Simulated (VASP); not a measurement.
# Cu in VASP: relaxation of the atoms with LDA

Aim: the relaxation of the atoms of Cu with LDA.

All numbers are computed with VASP 6.6.1; they aren't measurements. Logs are shortened: lines on timing, memory, paths and dates and some standing lists are left out, and cuts for length are marked.

## 1. The slab as given

The cell holds a slab with vacuum, 5 atoms: a = 2.941 Å, b = 2.941 Å, c = 20.400 Å, α = 90.00°, β = 90.00°, γ = 90.00°.

The cell was built by a generator and needn't be a form met in nature.

## 2. Relaxation of the atoms, LDA

Contents of INCAR:

```
SYSTEM = Cu
  PREC = Accurate
  ENCUT = 520
  EDIFF = 1E-6
  ISMEAR = 1
  SIGMA = 0.2
  LREAL = .FALSE.
  LASPH = .TRUE.
  NELM = 60
  ALGO = Fast
  ISIF = 2
  LWAVE = .FALSE.
  LCHARG = .FALSE.
  GGA = CA
  IBRION = 2
  NSW = 40
  EDIFFG = -0.01
  KPAR = 8
```

Contents of KPOINTS:

```
regular mesh
0
G
  14 14 1
  0 0 0
```

Contents of POSCAR:

```
Cu
1.0
    2.9410057550      0.0000000000      0.0000000000
    0.0000000000      2.9410057550      0.0000000000
    0.0000000000      0.0000000000     20.4000000000
Cu
5
Direct
    0.0000000000      0.0000000000      0.3676470588
    0.5000000000      0.5000000000      0.4338235294
    0.0000000000      0.0000000000      0.5000000000
    0.5000000000      0.5000000000      0.5661764706
    0.0000000000      0.0000000000      0.6323529412
```

Potentials or basis: VASP PAW LDA potentials, release 64 (Cu).

Command:

```
$ cat potpaw_LDA.64/Cu/POTCAR > POTCAR
$ mpirun -np 8 vasp_std > vasp.out
```

OUTCAR:

```text
SYSTEM = Cu
   PREC = Accurate
   ENCUT = 520
   EDIFF = 1E-6
   ISMEAR = 1
   LREAL = .FALSE.
   LASPH = .TRUE.
   NELM = 60
   ISIF = 2
   GGA = CA
   IBRION = 2
   NSW = 40
   EDIFFG = -0.01

 ion  position               nearest neighbor table
   1  0.000  0.000  0.368-   2 2.48   2 2.48   2 2.48   2 2.48   3 2.70
   2  0.500  0.500  0.434-   1 2.48   3 2.48   1 2.48   3 2.48   1 2.48   3 2.48   1 2.48   3 2.48
                             4 2.70
   3  0.000  0.000  0.500-   2 2.48   4 2.48   2 2.48   4 2.48   2 2.48   4 2.48   2 2.48   4 2.48
                             1 2.70   5 2.70
   4  0.500  0.500  0.566-   3 2.48   5 2.48   3 2.48   5 2.48   3 2.48   5 2.48   3 2.48   5 2.48
                             2 2.70
   5  0.000  0.000  0.632-   4 2.48   4 2.48   4 2.48   4 2.48   3 2.70

  LATTYP: Found a simple tetragonal cell.
 ALAT       =     2.9410057550
 C/A-ratio  =     6.9364026117

  Lattice vectors:

 A1 = (   2.9410057550,   0.0000000000,   0.0000000000)
 A2 = (   0.0000000000,   2.9410057550,   0.0000000000)
 A3 = (   0.0000000000,   0.0000000000,  20.4000000000)

Analysis of symmetry for initial positions (statically):
=====================================================================
 Subroutine PRICEL returns:
 Original cell was already a primitive cell.

 Routine SETGRP: Setting up the symmetry group for a
 simple tetragonal supercell.

 Subroutine GETGRP returns: Found 16 space group operations
 (whereof 16 operations were pure point group operations)
 out of a pool of 16 trial point group operations.

The static configuration has the point symmetry D_4h.

Analysis of symmetry for dynamics (positions and initial velocities):
=====================================================================
 Subroutine PRICEL returns:
 Original cell was already a primitive cell.

 Routine SETGRP: Setting up the symmetry group for a
 simple tetragonal supercell.

 Subroutine GETGRP returns: Found 16 space group operations
 (whereof 16 operations were pure point group operations)
 out of a pool of 16 trial point group operations.

The dynamic configuration has the point symmetry D_4h.

 Subroutine INISYM returns: Found 16 space group operations
 (whereof 16 operations are pure point group operations),
 and found     1 'primitive' translations

----------------------------------------------------------------------------------------

                                     Primitive cell

[... 108 lines left out ...]
   NUPDOWN=      -1.0000    fix difference up-down
   EMIN   =  10.00;   EMAX   =-10.00  energy-range for DOS
   EFERMI =   0.00;   METHOD = LEGACY
   ISMEAR =     1;   SIGMA  =   0.20  broadening in eV -4-tet -1-fermi 0-gaus
   EFERMI_NEDOS =   21; number of points for ismear=-14 and -15
   IALGO  =     68    algorithm
   IMIX   =      4    mixing-type and parameters
     AMIX     =   0.40;   BMIX     =  1.00
     AMIX_MAG =   1.60;   BMIX_MAG =  1.00
  volume/ion in A,a.u.               =      35.29       238.15
  Fermi-wavevector in a.u.,A,eV,Ry     =   1.109997  2.097590 16.763644  1.232093
  Thomas-Fermi vector in A             =   2.246543
   LORBIT       =      0    0 simple, 1 ext, 2 COOP (PROOUT), +10 PAW based schemes
   GGA     = CA    functional components
   LHFCALC =     F    Hartree Fock is set to
   AEXX    =    0.0000 exact exchange contribution
   IVDW    =     0    specifies the selected vdW correction
   LEPSILON=     F    determine dielectric tensor
   LRPA    =     F    only Hartree local field effects (RPA)
 conjugate gradient relaxation of ions
 non-spin polarized calculation
 RMM-DIIS sequential band-by-band and
 Methfessel and Paxton  Order N= 1 SIGMA  =   0.20
  energy-cutoff  :      520.00
  volume of cell :      176.45
 maximum number of plane-waves:      4803
 NGX is ok and might be reduce to    24
   NGX = 11   NGY = 11   NGZ = 75

--------------------------------------- Ionic step        1  -------------------------------------------

 number of electron      55.0000030 magnetization

 Free energy of the ion-electron system (eV)
  ---------------------------------------------------
  ext. energy  EPLUGINS =         0.00000000
  ---------------------------------------------------
  free energy    TOTEN  =       -20.92529746 eV

  energy without entropy =      -20.92319802  energy(sigma->0) =      -20.92459765

------------------------ aborting loop because EDIFF is reached ----------------------------------------

  FORCE on cell =-STRESS in cart. coord.  units (eV):
  Direction    XX          YY          ZZ          XY          YZ          ZX
  --------------------------------------------------------------------------------------
  -------------------------------------------------------------------------------------
  Total       -5.9947966     -5.9947966     -3.5666882      0.0000000      0.0000000      0.0000000
  in kB      -54.4331060    -54.4331060    -32.3857391      0.0000000      0.0000000      0.0000000
  external PRESSURE =     -47.0839837 kB  Pullay stress =       0.0000000 kB
[... 260 lines left out ...]
--------------------------------------- Ionic step        8  -------------------------------------------

 number of electron      55.0000030 magnetization

 Free energy of the ion-electron system (eV)
  ---------------------------------------------------
  ext. energy  EPLUGINS =         0.00000000
  ---------------------------------------------------
  free energy    TOTEN  =       -21.07868274 eV

  energy without entropy =      -21.07557667  energy(sigma->0) =      -21.07764738

 E-fermi :  -0.5094     XC(G=0):  -5.2409

 val. band max:       -0.5243530140   @ k =   0.3571   0.3571   0.0000
 cond. band min:      -0.4806115077   @ k =   0.4286   0.0000   0.0000
 fundamental gap:      0.0437415063
 Fermi energy:        -0.5094454807

 k-point     1 :       0.0000    0.0000    0.0000
  band No.  band energies     occupation
      1      -9.6129      2.00000
      2      -7.5843      2.00000
      3      -5.4171      2.00000
      4      -5.3400      2.00000
      5      -4.8295      2.00000
      6      -4.6212      2.00000
[... 853 lines left out ...]
     32       4.3727      0.00000
     33       5.9487      0.00000

 [... further k-points ...]

------------------------ aborting loop because EDIFF is reached ----------------------------------------

  FORCE on cell =-STRESS in cart. coord.  units (eV):
  Direction    XX          YY          ZZ          XY          YZ          ZX
  --------------------------------------------------------------------------------------
  -------------------------------------------------------------------------------------
  Total       -2.9297395     -2.9297395      0.0197930      0.0000000      0.0000000      0.0000000
  in kB      -26.6022077    -26.6022077      0.1797213      0.0000000      0.0000000      0.0000000
  external PRESSURE =     -17.6748980 kB  Pullay stress =       0.0000000 kB
[... 20 lines left out ...]
  FREE ENERGIE OF THE ION-ELECTRON SYSTEM (eV)
  ---------------------------------------------------
  free  energy   TOTEN  =       -21.0786827385 eV

  energy  without entropy=      -21.0755766695  energy(sigma->0) =      -21.07764738

 reached required accuracy - stopping structural energy minimisation
```

Wall time 3.9 min (8 MPI ranks of Intel Xeon Platinum 8488C (Sapphire Rapids), shared host); peak memory 0.38 GiB.

Results:

```yaml
Free_energy: -21.0787 eV
Energy_gained_by_relaxing: 30.7 meV/atom
Ionic_steps: 8
Largest_force_after_relaxing: 0.003 eV/Å
Band_gap_on_the_k_mesh: none (metal or under the smearing width)
```

Forces on the atoms (eV/Å):
```
Cu   0.000  0.000  0.003
Cu   0.000  0.000  0.000
Cu   0.000  0.000  0.000
Cu   0.000  0.000  0.000
Cu   0.000  0.000 -0.003
```

Step by step:
```csv
step,energy change (eV),largest force (eV/Å),pressure (GPa)
1,0.0000,0.7225,-4.71
2,-0.0466,0.5858,-4.27
3,-0.1123,0.4060,-2.85
4,-0.1355,0.2794,-2.55
5,-0.1526,0.0710,-1.93
6,-0.1533,0.0157,-1.76
7,-0.1533,0.0133,-1.80
8,-0.1534,0.0031,-1.77
```

Final structure:
```yaml
crystal:
  lattice:
    - [2.94101, 0.00000, 0.00000]
    - [0.00000, 2.94101, 0.00000]
    - [0.00000, 0.00000, 20.40000]
  atoms:
    - { symbol: Cu, position: [0.00000, 0.00000, 0.37766] }
    - { symbol: Cu, position: [0.50000, 0.50000, 0.43644] }
    - { symbol: Cu, position: [0.00000, 0.00000, 0.50000] }
    - { symbol: Cu, position: [0.50000, 0.50000, 0.56356] }
    - { symbol: Cu, position: [0.00000, 0.00000, 0.62234] }
```
